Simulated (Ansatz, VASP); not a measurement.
## B5As5H2 (armchair BAs ribbon N=10 H edges) in two plane-wave programs

Wanted: the spread between two codes on one cell, functional and k mesh. The structure shown is the start of the Ansatz relaxation below; VASP solves that cell, so the two are compared at the walk's first step.

Method: plane waves, with VASP 6.6.1 beside it; single point at PBE, in Ansatz 0.2.0.

## (1) The starting structure

The cell holds 24 atoms: 10 B, 10 As and 4 H. Cell: a = 24.875 Å, b = 7.000 Å, c = 5.880 Å, α = 90.0°, β = 90.0°, γ = 90.0°. Vacuum lies along a and b. The structure's axis is c.

## (2) Ansatz: relaxation, PBE

Ansatz runs on its default PAW (the set named soft_2) files.

The two programs are compared at the cell with which this relaxation starts, whose forces are those of its first step.

input.yaml reads:

```yaml
crystal:
  lattice:
    - [24.875, 0.0, 0.0]
    - [0.0, 7.0, 0.0]
    - [0.0, 0.0, 5.88]
  atoms:
    - { symbol: B, position: [0.192926155, 0.5, 0.0] }
    - { symbol: B, position: [0.329401314, 0.5, 0.0] }
    - { symbol: B, position: [0.465876473, 0.5, 0.0] }
    - { symbol: B, position: [0.602351632, 0.5, 0.0] }
    - { symbol: B, position: [0.738826791, 0.5, 0.0] }
    - { symbol: As, position: [0.192926155, 0.5, 0.333333333] }
    - { symbol: As, position: [0.329401314, 0.5, 0.333333333] }
    - { symbol: As, position: [0.465876473, 0.5, 0.333333333] }
    - { symbol: As, position: [0.602351632, 0.5, 0.333333333] }
    - { symbol: As, position: [0.738826791, 0.5, 0.333333333] }
    - { symbol: H, position: [0.847101726, 0.5, 0.402210884] }
    - { symbol: H, position: [0.140703518, 0.5, 0.460884354] }
    - { symbol: B, position: [0.261163735, 0.5, 0.5] }
    - { symbol: B, position: [0.397638894, 0.5, 0.5] }
    - { symbol: B, position: [0.534114053, 0.5, 0.5] }
    - { symbol: B, position: [0.670589212, 0.5, 0.5] }
    - { symbol: B, position: [0.807064371, 0.5, 0.5] }
    - { symbol: As, position: [0.261163735, 0.5, 0.833333333] }
    - { symbol: As, position: [0.397638894, 0.5, 0.833333333] }
    - { symbol: As, position: [0.534114053, 0.5, 0.833333333] }
    - { symbol: As, position: [0.670589212, 0.5, 0.833333333] }
    - { symbol: As, position: [0.807064371, 0.5, 0.833333333] }
    - { symbol: H, position: [0.1528888, 0.5, 0.902210884] }
    - { symbol: H, position: [0.859287008, 0.5, 0.960884354] }
kpoints:
  mp_grid: { grid: [1, 1, 14] }
scf:
  occupations: { method: fermi_dirac, width: 0.05 }
hamiltonian:
  xc: pbe
relax:
  cell: { fix: [a, b, alpha, beta, gamma] }
  max_steps: 45
  f_tol: 0.03
```

On the command line:

```sh
> ansatz run input.yaml --threads 4 --pin off --max-ram 16384MiB --backend cpu --events-out ev --progress --plain --runs-dir out
```

Numbers of over 12 decimals in the logs are rounded to 6 here.

The program printed:

```text
Engine: ansatz 0.2.0, aarch64-unknown-linux-gnu
Pseudopotentials: kind: paw
Pseudopotential: B, paw, valence charge 3, recommended cutoff 420 eV (normal), B.paw.azcp
Pseudopotential: As, paw, valence charge 15, recommended cutoff 420 eV (normal), As.paw.azcp
Pseudopotential: H, paw, valence charge 1, recommended cutoff 420 eV (normal), H.paw.azcp
Functional definition: PBE
  parameter kappa = 0.804
  parameter beta = 0.066725
  exchange = pbe_x(kappa = kappa, mu = beta*pi^2/3)
  correlation = pbe_c(beta = beta)
Crystal: 24 atoms, lattice volume = 1023.855 Å³
Basis set: ecut = 420 eV, 20071 PW (Γ), exchange–correlation on 360×96×80 points (8 copies of the dense FFT grid, shifted against one another)
Bands: 116, of which v1, the nominal top of the filled ones, is band 92 counted from 1 (91 counted from 0)
Symmetry: 4 space group operations
Space group: Pmc21 (ITA 26), of the structure as read, at distance tolerance 1.0e-4 Å
k-points: 8 of 14 (time reversal used)
Non-local potential: B, projectors of the file, l = 0: 2, l = 1: 2, l = 2: 1
Non-local potential: As, projectors of the file, l = 0: 2, l = 1: 2, l = 2: 3, l = 3: 1
Non-local potential: H, projectors of the file, l = 0: 2, l = 1: 1
PAW form: soft (Blöchl's): semilocal exchange-correlation on the pseudo side does not see the compensation charge
PAW one-centre angular grid: B, 110 points (default); XC on 64 Gauss nodes
PAW one-centre angular grid: As, 590 points (default); XC on 64 Gauss nodes
PAW one-centre angular grid: H, 110 points (default); XC on 64 Gauss nodes
Initial density: superposition of atomic densities (neutral atoms: chi_scale 0, normalization atom), corrected by the library's trained network
Initial wavefunctions: pseudopotential atomic-orbital guess
Functional: x = pbe(κ = 0.804, μ = 0.219515), c = pbe(β = 0.066725)
SCF iter   1: F=—  HF=-50175.687116 eV  |F-HF|=—  |Δ(HF+E_count)|=         —  Δρ=1.78e-3  dr2=7.20e-2  ethr=1.77e-3  ⟨swp⟩=6.0  Hψ=3589  notcnv=0  defer=33
preconditioner: auto → Resta (q_TF=auto, 2.050 Å⁻¹)  ε∞=2.3  [insulator: Δε(μ)=1.051 eV  Ē_g=9.451 eV  σ=0.050 eV  W_gap=1.00  n_scr=130 (ndim 8)  ℏωp=10.6 eV  f_vac=0.578  D(μ)=0.00/eV (n_scr^D=0)  ε∞_Penn≈2.3  vacuum switching on, ρ_ref=6.5e-3 e/Å³]
SCF iter   2: F=—  HF=-50175.715037 eV  |F-HF|=—  |Δ(HF+E_count)|=   2.79e-2  Δρ=8.86e-4  dr2=3.08e-2  ethr=3.92e-5  ⟨swp⟩=2.9  Hψ=1380  notcnv=0  defer=112
SCF iter   3: F=—  HF=-50175.720345 eV  |F-HF|=—  |Δ(HF+E_count)|=   5.31e-3  Δρ=5.57e-4  dr2=1.88e-2  ethr=1.68e-5  ⟨swp⟩=2.4  Hψ=1084  notcnv=0  defer=112
SCF iter   4: F=—  HF=-50175.720225 eV  |F-HF|=—  |Δ(HF+E_count)|=   1.20e-4  Δρ=2.12e-4  dr2=1.07e-3  ethr=1.02e-5  ⟨swp⟩=2.1  Hψ=1035  notcnv=0  defer=112
SCF iter   5: F=—  HF=-50175.721148 eV  |F-HF|=—  |Δ(HF+E_count)|=   9.23e-4  Δρ=7.17e-5  dr2=1.08e-4  ethr=5.80e-7  ⟨swp⟩=2.1  Hψ=1114  notcnv=0  defer=112
SCF iter   6: F=—  HF=-50175.721074 eV  |F-HF|=—  |Δ(HF+E_count)|=   7.38e-5  Δρ=3.39e-5  dr2=1.50e-5  ethr=5.85e-8  ⟨swp⟩=2.0  Hψ=1082  notcnv=0  defer=112
SCF iter   7: F=—  HF=-50175.721148 eV  |F-HF|=—  |Δ(HF+E_count)|=   7.38e-5  Δρ=1.08e-5  dr2=1.55e-6  ethr=8.17e-9  ⟨swp⟩=2.0  Hψ=1270  notcnv=0  defer=112
SCF iter   8: F=—  HF=-50175.721154 eV  |F-HF|=—  |Δ(HF+E_count)|=   6.77e-6  Δρ=3.52e-6  dr2=1.48e-7  ethr=8.45e-10  ⟨swp⟩=2.0  Hψ=1547  notcnv=0  defer=112
SCF iter   9: F=-50175.721155 eV  HF=-50175.721155 eV  |F-HF|=4.79e-9  |Δ(HF+E_count)|=   1.68e-7  Δρ=1.09e-6  dr2=1.43e-8  ethr=5.43e-11  ⟨swp⟩=4.5  Hψ=2765  notcnv=0
SCF 1 converged in 9 iterations: F = -50175.721155 eV  dr2 = 1.43e-8
  greatest PAW one-centre occupation: 0.999 electrons in one spin orbital (limit 2), on the As atom at site 19 (counted from 0), in its partial waves of l = 2
relax step   1: F+E_penalty+E_count = -50175.72115461 eV  Δ(F+E_penalty+E_count) = +0.000e0 eV  max|allowed force component| = 1.091e0 eV/Å  Δτ_max = 0.0000 Å  P = -0.230 GPa  Ω = 1023.855 Å³  fix = [a, b, alpha, beta, gamma]  reactions: a -0.474, b +0.427 GPa  (9 SCF iters, dr2 threshold 1.00e-7 eV, accepted)
[...]
relax step   3: F+E_penalty+E_count = -50175.90095611 eV  Δ(F+E_penalty+E_count) = -2.245e-2 eV  max|allowed force component| = 1.051e-1 eV/Å  Δτ_max = 0.0257 Å  P = +0.120 GPa  Ω = 1022.128 Å³  energy of the carried Pulay correction = +3.763e-4 eV  fix = [a, b, alpha, beta, gamma]  reactions: a -0.026, b +0.420 GPa  (6 SCF iters, dr2 threshold 2.40e-6 eV, accepted)
[...]
relax step   4: F+E_penalty+E_count = -50175.90181714 eV  Δ(F+E_penalty+E_count) = -8.610e-4 eV  max|allowed force component| = 3.444e-3 eV/Å  Δτ_max = 0.0066 Å  P = +0.142 GPa  Ω = 1022.180 Å³  energy of the carried Pulay correction = +3.651e-4 eV  fix = [a, b, alpha, beta, gamma]  reactions: a +0.009, b +0.420 GPa  (5 SCF iters, dr2 threshold 6.91e-7 eV, accepted)
[...]
relax step   5: F+E_penalty+E_count = -50175.90151007 eV  Δ(F+E_penalty+E_count) = +3.071e-4 eV  max|allowed force component| = 3.466e-3 eV/Å  Δτ_max = 0.0000 Å  P = +0.142 GPa  Ω = 1022.180 Å³  fix = [a, b, alpha, beta, gamma]  reactions: a +0.008, b +0.419 GPa  stress off target by 1.86e-3 GPa on what of the cell is left free  SCF on the basis re-selected at this cell (its energy is not comparable with the rows above)  (6 SCF iters)
basis re-selected at this cell: Δ(F+E_penalty+E_count) = +3.071e-4 eV, ΔP = -0.001 GPa vs the last step (what re-selecting the basis moved, of the pressure what is left beyond the Pulay correction that the steps carried, after the strain that the cell walked since its last selection, with what the two solves' SCF thresholds leave and, on support functions, any second-order correction that the steps lacked; it is no m [...]
SCF converged after 6 iterations
Free energy (F): -50175.901510 eV
Harris-Foulkes:  -50175.901510 eV  (|F-HF|=3.64e-11)
Internal energy: -50175.901500 eV  (E = F + TS)
E sigma→0 (E₀):  -50175.901505 eV
Entropy (-TS):   -0.000010 eV (-0.000 meV/atom)
Fermi energy:    -0.050771 eV
--- Per-component energies (eV) ---
  E_band       = -4136.440894
  E_kinetic    = 1546.771685
  E_local      = -65283.265732  (includes V_loc(G=0)·N_el)
  E_nonlocal   = -6568.937804
  E_hartree    = 32548.536523
  E_xc         = -1131.808200
  E_vxc        = -1196.952483  (∫ρ·V_xc dr)
  E_paw        = -19153.954406  (= ΣΔE_a)
  E_vpaw       = 2268.876174  (= ΣTr[D̂ρ^β])
  E_aug_tail   = -0.004911  (compensation charges beyond the density's cutoff)
  E_ewald      = 7866.761344
  E_smearing   = -0.000010  (= −TS)
  E_closure    = 0.000000  (closes the sum)
  Σ components = -50175.901510   (vs F -50175.901510, Δ=0.00e0)
--- Forces (eV/Å), atoms counted from 1 ---
  atom   1  B     -0.00142406     0.00000000    -0.00162866
  atom   2  B     -0.00346641    -0.00000000    -0.00194074
  atom   3  B     -0.00228001    -0.00000000    -0.00176613
  atom   4  B     -0.00284059    -0.00000000    -0.00016345
  atom   5  B     -0.00214272     0.00000000     0.00129359
  atom   6  As    -0.00331763     0.00000000     0.00313906
  atom   7  As     0.00011562    -0.00000000     0.00133324
  atom   8  As     0.00062169    -0.00000000    -0.00019004
  atom   9  As     0.00014044     0.00000000     0.00182553
  atom  10  As     0.00060864     0.00000000     0.00111113
  atom  11  H      0.00178726    -0.00000000    -0.00119005
  atom  12  H      0.00280202    -0.00000000    -0.00182521
  atom  13  B      0.00214272    -0.00000000     0.00129359
  atom  14  B      0.00284059    -0.00000000    -0.00016345
  atom  15  B      0.00228001    -0.00000000    -0.00176613
  atom  16  B      0.00346641    -0.00000000    -0.00194074
  atom  17  B      0.00142406     0.00000000    -0.00162866
  atom  18  As    -0.00060864    -0.00000000     0.00111113
  atom  19  As    -0.00014044    -0.00000000     0.00182553
  atom  20  As    -0.00062169    -0.00000000    -0.00019004
  atom  21  As    -0.00011562     0.00000000     0.00133324
  atom  22  As     0.00331763    -0.00000000     0.00313906
  atom  23  H     -0.00178726     0.00000000    -0.00119005
  atom  24  H     -0.00280202    -0.00000000    -0.00182521
  max |Σ_I F_I| component: 3.44e-6 eV/Å
--- Stress (GPa, compression-positive) ---
        0.008195       0.000000       0.000000
        0.000000       0.418719      -0.000000
        0.000000      -0.000000      -0.001862
  P = ⅓ Tr σ = 0.1417 GPa (1.417 kbar)
--- Relaxed structure (4 steps of the walk, 4 accepted, 1 SCFs on fresh bases) ---
  F+E_penalty+E_count = -50175.90151007 eV   max|allowed force component| = 3.466e-3 eV/Å   (the final SCF, on the basis selected at the relaxed cell)
  cell:  # Å, volume = 1022.1796 Å³
    - [24.875, 0, 0]
    - [0, 7.0, 0]
    - [0, 0, 5.870378]
  atoms:
    - { symbol: B, position: [0.193595, 0.5, -0.000976089] }
    - { symbol: B, position: [0.329864, 0.5, 0.00150278] }
    - { symbol: B, position: [0.465979, 0.5, 0.00212963] }
    - { symbol: B, position: [0.601834, 0.5, 0.00260768] }
    - { symbol: B, position: [0.737565, 0.5, 0.00284496] }
    - { symbol: As, position: [0.197004, 0.5, 0.323797] }
    - { symbol: As, position: [0.330160, 0.5, 0.334862] }
    - { symbol: As, position: [0.466086, 0.5, 0.335455] }
    - { symbol: As, position: [0.601953, 0.5, 0.335178] }
    - { symbol: As, position: [0.738171, 0.5, 0.336687] }
    - { symbol: H, position: [0.848478, 0.5, 0.401491] }
    - { symbol: H, position: [0.145033, 0.5, 0.454183] }
    - { symbol: B, position: [0.262425, 0.5, 0.502845] }
    - { symbol: B, position: [0.398157, 0.5, 0.502608] }
    - { symbol: B, position: [0.534011, 0.5, 0.502130] }
    - { symbol: B, position: [0.670126, 0.5, 0.501503] }
    - { symbol: B, position: [0.806396, 0.5, 0.499024] }
    - { symbol: As, position: [0.261820, 0.5, 0.836687] }
    - { symbol: As, position: [0.398038, 0.5, 0.835178] }
    - { symbol: As, position: [0.533905, 0.5, 0.835455] }
    - { symbol: As, position: [0.669831, 0.5, 0.834862] }
    - { symbol: As, position: [0.802986, 0.5, 0.823797] }
    - { symbol: H, position: [0.151513, 0.5, 0.901491] }
    - { symbol: H, position: [0.854958, 0.5, 0.954183] }
```

(Continued in part 2 of 2.)

[Lines on the potential files, build, host, timing and source positions are cut from VASP's logs without a mark.]

[Logs are printed without paths, hosts, clocks, repeated set-up lines and the standing remarks that a program may print on its own settings, such as how far it seeks lower states.]

[Hosts, paths, dates, database ids (printed as entryN), source tags and the programs' standing remarks are cut or masked in the printed files.]
